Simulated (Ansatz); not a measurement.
The system is Zn.

```
Zn
1.0
    -1.56904    1.56904    1.56904
     1.56904   -1.56904    1.56904
     1.56904    1.56904   -1.56904
Zn
1
Direct
  0.00000 0.00000 0.00000
```

This isn't the form of Zn at room conditions, which is hcp.

* Program: Ansatz 0.2.0
* Task: relaxation of cell and atoms
* Functional: PBEsol
* Potentials or basis: Ansatz PAW
* Cutoff: 420 eV (not typed: the program's choice for these potentials)
* k mesh: 12 × 12 × 12
* Occupations: fermi-dirac, width 0.05 eV
* Spin: no spin polarisation

At the start: volume 15.45 Å³/atom.

Q: Where does the relaxation end?

A: It ends after 5 steps and the volume is 14.27 Å³/atom (-7.7 %); space group Im-3m (No. 229, to 0.05 Å).

The path:
```csv
step,energy change (eV),largest force (eV/Å),volume (Å³)
1,0.0000,0.0000,15.45
2,-0.0194,0.0000,14.62
3,-0.0217,0.0000,14.18
4,-0.0217,0.0000,14.27
5,-0.0211,0.0000,14.27
```

Final structure:
```
CELL_PARAMETERS angstrom
-1.52784 1.52784 1.52784
1.52784 -1.52784 1.52784
1.52784 1.52784 -1.52784
ATOMIC_POSITIONS crystal
Zn 0.00000 0.00000 0.00000
```

Caveat: the plane-wave basis is chosen anew once the cell has moved, so the energies of steps on either side of that aren't comparable; the PAW data sets come from PBE, with cores solved anew for the run's functional, which leaves a small shift of forces and pressure.
